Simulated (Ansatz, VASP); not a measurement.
AlN in VASP and in Ansatz

```xyz
4
Lattice="3.0888 0.0000 0.0000 -1.5444 2.6750 0.0000 0.0000 0.0000 4.9186" Properties=species:S:1:pos:R:3 pbc="T T T"
Al    0.0000    1.7833   -0.0024
Al    1.5444    0.8917    2.4569
N     0.0000    1.7833    1.8813
N     1.5444    0.8917    4.3406
```

Alike in both runs: functional LDA; k mesh 8 × 8 × 5; no spin polarisation.

Ansatz relaxed the structure, and its values are those at the end. VASP's run is a single point on that final structure, the one shown.

|  | VASP | Ansatz |
| --- | --- | --- |
| version | VASP 6.6.1 | Ansatz 0.2.0 |
| potentials or method | VASP PAW LDA potentials, release 64 (Al, N) | scalar-relativistic, plane waves, PAW |
| plane-wave cutoff (eV) | 520 | 420 |
| occupations | gaussian, width 0.01 eV | fixed |
| valence electrons in the cell | 16 | 16 |

```tsv
	VASP	Ansatz	Ansatz less VASP
gap on the k mesh at the Fermi level (eV)	4.44	4.43	-0.007
least direct gap on the mesh (eV)	4.44	4.43	-0.007
pressure (GPa)	1.6	1.0	-0.63
```

Ansatz warned: «stress_scf_threshold_loose».

A hybrid or GW would open this gap; LDA tends to underestimate it.
